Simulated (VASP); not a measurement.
# Rh in VASP: notebook

The runs below take Rh through single point, with PBE.

Everything below comes from runs of VASP 6.6.1. Logs are shortened: lines on timing, memory, paths and dates and some standing lists are left out, and cuts for length are marked.

## 1. The cell of the first run

The cell holds a slab with vacuum, 12 atoms: a = 5.417 Å, b = 5.417 Å, c = 19.174 Å, α = 90.00°, β = 90.00°, γ = 90.00°.

The slab is cut from a database's or a generator's crystal, which needn't be the stable form of the element.

## 2. Single point, PBE (the clean substrate in the cell of the map)

File INCAR:

```
PREC = Accurate
ENCUT = 520
EDIFF = 1E-6
ISMEAR = 0
SIGMA = 0.1
LREAL = False
LASPH = True
NELM = 100
ALGO = Fast
ISIF = 2
LWAVE = False
LCHARG = False
LDIPOL = True
IDIPOL = 3
DIPOL = 0.5 0.5 0.304
GGA = PE
NBANDS = 102
```

File KPOINTS:

```
regular mesh
0
Gamma
  5 5 1
```

File POSCAR:

```
Rh
1.0
    5.4165863246      0.0000000000      0.0000000000
    0.0000000000      5.4165863246      0.0000000000
    0.0000000000      0.0000000000     19.1737394151
Rh
12
Direct
    0.2500000000      0.2500000000      0.2086186692
    0.2500000000      0.7500000000      0.2086186692
    0.7500000000      0.2500000000      0.2086186692
    0.7500000000      0.7500000000      0.2086186692
    0.0000000000      0.0000000000      0.3044995950
    0.0000000000      0.5000000000      0.3044995950
    0.5000000000      0.0000000000      0.3044995950
    0.5000000000      0.5000000000      0.3044995950
    0.2500000000      0.2500000000      0.4002213261
    0.2500000000      0.7500000000      0.4002213261
    0.7500000000      0.2500000000      0.4002213261
    0.7500000000      0.7500000000      0.4002213261
```

Potentials or basis: VASP PAW PBE potentials, release 64 (Rh_pv).

Run with:

```console
$ cat potpaw_PBE.64/Rh_pv/POTCAR > POTCAR
$ mpirun -np 1 vasp_std > vasp.out
```

OUTCAR:

```text
PREC = Accurate
   ENCUT = 520
   EDIFF = 1E-6
   ISMEAR = 0
   LREAL = False
   LASPH = True
   NELM = 100
   ISIF = 2
   GGA = PE

 ion  position               nearest neighbor table
   1  0.250  0.250  0.209-   5 2.65   6 2.65   7 2.65   8 2.65   2 2.71   3 2.71   2 2.71   3 2.71

   2  0.250  0.750  0.209-   5 2.65   6 2.65   7 2.65   8 2.65   1 2.71   4 2.71   1 2.71   4 2.71

   3  0.750  0.250  0.209-   5 2.65   6 2.65   7 2.65   8 2.65   1 2.71   4 2.71   4 2.71   1 2.71
[... 25 lines left out ...]
 A1 = (   5.4165863246,   0.0000000000,   0.0000000000)
 A2 = (   0.0000000000,   5.4165863246,   0.0000000000)
 A3 = (   0.0000000000,   0.0000000000,  19.1737394151)

Analysis of symmetry for initial positions (statically):
=====================================================================
 Subroutine PRICEL returns following result:

  LATTYP: Found a simple tetragonal cell.
 ALAT       =     2.7082931623
 C/A-ratio  =     7.0796395612

  Lattice vectors:

 A1 = (   2.7082931623,   0.0000000000,   0.0000000000)
 A2 = (   0.0000000000,   2.7082931623,   0.0000000000)
 A3 = (   0.0000000000,   0.0000000000,  19.1737394151)

   4 primitive cells build up your supercell.

 Routine SETGRP: Setting up the symmetry group for a
 simple tetragonal supercell.

 Subroutine GETGRP returns: Found  8 space group operations
 (whereof  8 operations were pure point group operations)
 out of a pool of 16 trial point group operations.

The static configuration has the point symmetry C_4v.

Analysis of symmetry for dynamics (positions and initial velocities):
=====================================================================
 Subroutine PRICEL returns following result:

  LATTYP: Found a simple tetragonal cell.
 ALAT       =     2.7082931623
 C/A-ratio  =     7.0796395612

  Lattice vectors:

 A1 = (   2.7082931623,   0.0000000000,   0.0000000000)
 A2 = (   0.0000000000,   2.7082931623,   0.0000000000)
 A3 = (   0.0000000000,   0.0000000000,  19.1737394151)

   4 primitive cells build up your supercell.

 Routine SETGRP: Setting up the symmetry group for a
 simple tetragonal supercell.

 Subroutine GETGRP returns: Found  8 space group operations
 (whereof  8 operations were pure point group operations)
 out of a pool of 16 trial point group operations.

The dynamic configuration has the point symmetry C_4v.
[... 98 lines left out ...]
   EFERMI_NEDOS =   21; number of points for ismear=-14 and -15
   IALGO  =     68    algorithm
   IMIX   =      4    mixing-type and parameters
     AMIX     =   0.40;   BMIX     =  1.00
     AMIX_MAG =   1.60;   BMIX_MAG =  1.00
  volume/ion in A,a.u.               =      46.88       316.35
  Fermi-wavevector in a.u.,A,eV,Ry     =   1.119729  2.115981 17.058891  1.253793
  Thomas-Fermi vector in A             =   2.256370
   LORBIT       =      0    0 simple, 1 ext, 2 COOP (PROOUT), +10 PAW based schemes
   GGA     = PE    functional components
   LHFCALC =     F    Hartree Fock is set to
   AEXX    =    0.0000 exact exchange contribution
   IVDW    =     0    specifies the selected vdW correction
   LEPSILON=     F    determine dielectric tensor
   LRPA    =     F    only Hartree local field effects (RPA)
 non-spin polarized calculation
 RMM-DIIS sequential band-by-band and
 Gauss-broadening in eV      SIGMA  =   0.10
  energy-cutoff  :      520.00
  volume of cell :      562.55
 maximum number of plane-waves:     15180
   NGX = 21   NGY = 21   NGZ = 71

 dipolmoment           0.000000      0.000000     -0.000049 electrons x Angstroem

 number of electron     180.0000092 magnetization

 dipolmoment           0.000000      0.000000      0.000314 electrons x Angstroem

 Free energy of the ion-electron system (eV)
  ---------------------------------------------------
  ext. energy  EPLUGINS =         0.00000000
  ---------------------------------------------------
  free energy    TOTEN  =       -78.64835300 eV

  energy without entropy =      -78.54774369  energy(sigma->0) =      -78.59804834

 E-fermi :   0.0199     XC(G=0):  -5.1432

 val. band max:       -0.0119339537   @ k =   0.2000   0.0000   0.0000
 cond. band min:       0.0300951376   @ k =   0.4000   0.0000   0.0000
 fundamental gap:      0.0420290913
 Fermi energy:         0.0199083738

 k-point     1 :       0.0000    0.0000    0.0000
  band No.  band energies     occupation
      1     -47.0058      2.00000
      2     -47.0058      2.00000
      3     -46.9528      2.00000
      4     -46.9528      2.00000
      5     -46.8251      2.00000
      6     -46.8120      2.00000
[... 619 lines left out ...]
    101       1.0064      0.00000
    102       1.8662      0.00000

------------------------ aborting loop because EDIFF is reached ----------------------------------------

 vacuum level on the upper side and lower side of the slab       (xc-potential included)        -0.099        -0.105

  FORCE on cell =-STRESS in cart. coord.  units (eV):
  Direction    XX          YY          ZZ          XY          YZ          ZX
  --------------------------------------------------------------------------------------
  -------------------------------------------------------------------------------------
  Total       -7.5897199     -7.5897199     -0.4596161      0.0000000      0.0000000     -0.0000000
  in kB      -21.6161415    -21.6161415     -1.3090240      0.0000000      0.0000000     -0.0000000
  external PRESSURE =     -14.8471023 kB  Pullay stress =       0.0000000 kB

 VOLUME and BASIS-vectors are now :
 -----------------------------------------------------------------------------
  energy-cutoff  :      520.00
  volume of cell :      562.55
      direct lattice vectors                 reciprocal lattice vectors
     5.416586325  0.000000000  0.000000000     0.184618123  0.000000000  0.000000000
     0.000000000  5.416586325  0.000000000     0.000000000  0.184618123  0.000000000
     0.000000000  0.000000000 19.173739415     0.000000000  0.000000000  0.052154667

 POSITION                                       TOTAL-FORCE (eV/Angst)
 -----------------------------------------------------------------------------------
      1.35415      1.35415      4.00000         0.000000     -0.000000      0.034030
      1.35415      4.06244      4.00000         0.000000      0.000000      0.034030
      4.06244      1.35415      4.00000         0.000000     -0.000000      0.034030
      4.06244      4.06244      4.00000         0.000000      0.000000      0.034030
      0.00000      0.00000      5.83840         0.000000      0.000000     -0.020972
      0.00000      2.70829      5.83840         0.000000     -0.000000     -0.020972
      2.70829      0.00000      5.83840         0.000000     -0.000000     -0.020972
      2.70829      2.70829      5.83840         0.000000     -0.000000     -0.020972
      1.35415      1.35415      7.67374        -0.000000     -0.000000     -0.013058
      1.35415      4.06244      7.67374        -0.000000      0.000000     -0.013058
      4.06244      1.35415      7.67374        -0.000000     -0.000000     -0.013058
      4.06244      4.06244      7.67374        -0.000000      0.000000     -0.013058
 -----------------------------------------------------------------------------------
    total drift:                               -0.000000      0.000000      0.000481

  FREE ENERGIE OF THE ION-ELECTRON SYSTEM (eV)
  ---------------------------------------------------
  free  energy   TOTEN  =       -78.6483529956 eV

  energy  without entropy=      -78.5477436921  energy(sigma->0) =      -78.59804834

 vacuum level on the upper side and lower side of the slab         4.860         4.854
```

stdout:

```text
POSCAR found type information on POSCAR Rh
 POSCAR found :  1 types and      12 ions
 scaLAPACK will be used
 LDA part: xc-table for (Slater+PW92), standard interpolation
 POSCAR, INCAR and KPOINTS ok, starting setup
 FFT: planning ... GRIDC
 FFT: planning ... GRID_SOFT
 FFT: planning ... GRID
 WAVECAR not read
 entering main loop
```

Wall time 12 min (1 thread of Intel Xeon Platinum 8488C (Sapphire Rapids), shared host); peak memory 0.61 GiB.

What came out:

| Property | Result |
| --- | --- |
| Free energy | -78.6484 eV |
| Largest force | 0.034 eV/Å |
| Band gap on the k mesh | none (metal or under the smearing width) |

Forces on the atoms (eV/Å):
```
Rh   0.000  0.000  0.034
Rh   0.000  0.000  0.034
Rh   0.000  0.000  0.034
Rh   0.000  0.000  0.034
Rh   0.000  0.000 -0.021
Rh   0.000  0.000 -0.021
Rh   0.000  0.000 -0.021
Rh   0.000  0.000 -0.021
Rh   0.000  0.000 -0.013
Rh   0.000  0.000 -0.013
Rh   0.000  0.000 -0.013
Rh   0.000  0.000 -0.013
```

[end of part 1 of 2]
